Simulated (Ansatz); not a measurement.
# Mg2Ge: band gap under strain

How does strain move the band edges of Mg2Ge (antifluorite), and do the functionals agree on it? States: +2.0 % equal strain in all directions; +3.0 % equal strain in all directions; +4.0 % equal strain in all directions.

Code: Ansatz 0.2.0. PAW datasets, plane waves. Spin-unpolarised throughout; all numbers are computed.

## Step 1: The system as given

The unstrained cell was relaxed with r2SCAN; in each strained cell the atoms were relaxed again with r2SCAN. Names of k-points are those of the unstrained zone, where strain can split equivalent points. First state: +2.0 % equal strain in all directions.

Space group Fm-3m (No. 225), cubic; conventional cell a = 6.494 Å, 22.82 Å³ an atom. Around Ge lie 8 Mg at 2.81 Å; around Mg lie 4 Ge at 2.81 Å.

Coordinates:

```cif
data_structure
_symmetry_space_group_name_H-M 'Fm-3m'
_symmetry_Int_Tables_number 225
_cell_length_a 6.4935
_cell_length_b 6.4935
_cell_length_c 6.4935
_cell_angle_alpha 90.000
_cell_angle_beta 90.000
_cell_angle_gamma 90.000
_cell_volume 273.81
loop_
_atom_site_label
_atom_site_type_symbol
_atom_site_symmetry_multiplicity
_atom_site_Wyckoff_symbol
_atom_site_fract_x
_atom_site_fract_y
_atom_site_fract_z
_atom_site_occupancy
Ge1 Ge 4 a 0.00000 0.00000 0.00000 1
Mg1 Mg 8 c 0.25000 0.75000 0.75000 1
```

From earlier runs on the unstrained cell: PBE 0.14 eV, r2SCAN 0.44 eV, HSE06 0.51 eV, r2SCAN+SOC 0.38 eV; a = 6.366 Å.

## Step 2: +2.0 % equal strain in all directions: PBE

Contents of input.yaml:

```yaml
crystal:
  lattice:
    - [0.0, 3.2467632623, 3.2467632623]
    - [3.2467632623, 0.0, 3.2467632623]
    - [3.2467632623, 3.2467632623, 0.0]
  atoms:
    - { symbol: Ge, position: [0.0, 0.0, 0.0] }
    - { symbol: Mg, position: [0.25, 0.25, 0.25] }
    - { symbol: Mg, position: [0.75, 0.75, 0.75] }
kpoints:
  mp_grid: { grid: [8, 8, 8] }
  band_path:
    path:
      - [0.0, 0.0, 0.0]
      - [0.5, 0.0, 0.5]
      - [0.625, 0.25, 0.625]
      - [0.375, 0.375, 0.75]
      - [0.5, 0.5, 0.5]
      - [0.5, 0.25, 0.75]
      - [0.0, 0.5, 0.5]
    npoints: 1
hamiltonian:
  xc: pbe
scf:
  occupations: { method: fermi_dirac, width: 0.02 }
  n_extra_bands: 4
output:
  forces: true
  stress: true
  eigenvalues: true
```

Command:

```bash
$ ansatz run input.yaml --threads 2 --pin off --max-ram 20275MiB --backend cpu --events-out ev --progress --plain --runs-dir out
```

Further steps of the session: +2.0 % equal strain in all directions: r2SCAN; +2.0 % equal strain in all directions: HSE06; +2.0 % equal strain in all directions: r2SCAN+SOC; +3.0 % equal strain in all directions: PBE; +3.0 % equal strain in all directions: r2SCAN; +3.0 % equal strain in all directions: HSE06; +3.0 % equal strain in all directions: r2SCAN+SOC; +4.0 % equal strain in all directions: PBE; +4.0 % equal strain in all directions: r2SCAN; +4.0 % equal strain in all directions: HSE06; +4.0 % equal strain in all directions: r2SCAN+SOC.

What does the calculation give?

As calculated:

Least gap in eV (negative: overlap), with the change from the unstrained cell in brackets:

| state | volume change (%) | PBE | r2SCAN | HSE06 |
| --- | --- | --- | --- | --- |
| +2.0 % equal strain in all directions | +6.1 | 0.19 (+0.05) | 0.48 (+0.04) | 0.55 (+0.04) |
| +3.0 % equal strain in all directions | +9.3 | 0.22 (+0.08) | 0.50 (+0.06) | 0.57 (+0.06) |
| +4.0 % equal strain in all directions | +12.5 | 0.24 (+0.10) | 0.52 (+0.08) | 0.58 (+0.07) |

The largest move of the HSE06 gap in the table is +0.071 eV, under +4.0 % equal strain in all directions. PBE and HSE06 differ by 0.37 eV on the unstrained gap, and by at most 0.02 eV on its change: PBE follows the response to strain far better than the gap itself.
